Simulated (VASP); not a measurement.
Here is a VASP 6.6.1 calculation.

Contents of INCAR:

```
PREC     = Accurate       # precision mode
ENCUT    = 300            # plane-wave cutoff, eV
EDIFF    = 1E-6           # SCF threshold, eV
ISMEAR   = 1              # smearing method
SIGMA    = 0.1            # smearing width, eV
LREAL    = False          # projectors in reciprocal space
LASPH    = True           # aspherical terms in the spheres
NELM     = 80             # most SCF steps
ALGO     = Normal         # electronic algorithm
ISIF     = 3              # what is computed and relaxed
LWAVE    = False          # write WAVECAR
LCHARG   = False          # write CHGCAR
GGA      = PE             # functional
IBRION   = 2              # ionic algorithm
NSW      = 90             # ionic steps
EDIFFG   = -0.01          # ionic threshold
```

The input KPOINTS:

```
regular mesh
0
Gamma
  9 9 4
```

POSCAR

```
Si
1.0
    2.6655775094      0.0000000000      0.0000000000
   -1.3327887547      2.3084578389      0.0000000000
    0.0000000000      0.0000000000      4.5062692700
Si
2
Direct
    0.3333333300      0.6666666700      0.2500000000
    0.6666666700      0.3333333300      0.7500000000
```

Potentials or basis: VASP PAW PBE potentials, release 64 (Si).

Command:

```sh
$ cat potpaw_PBE.64/Si/POTCAR > POTCAR
$ mpirun -np 1 vasp_std > vasp.out
```

(1) Estimate the relaxed volume.

(2) What does it give for the band gap on the k mesh?

(3) What does it give for the space group after relaxing (to 0.05 Å)?

Answers

(1) 14.24 Å³/atom.

(2) none (metal or under the smearing width).

(3) P6_3/mmc (No. 194).

Caveat: the cutoff is under 1.25 times the usual one of these potentials, so pressure, stress and relaxed cells hold a basis-set (Pulay) error.
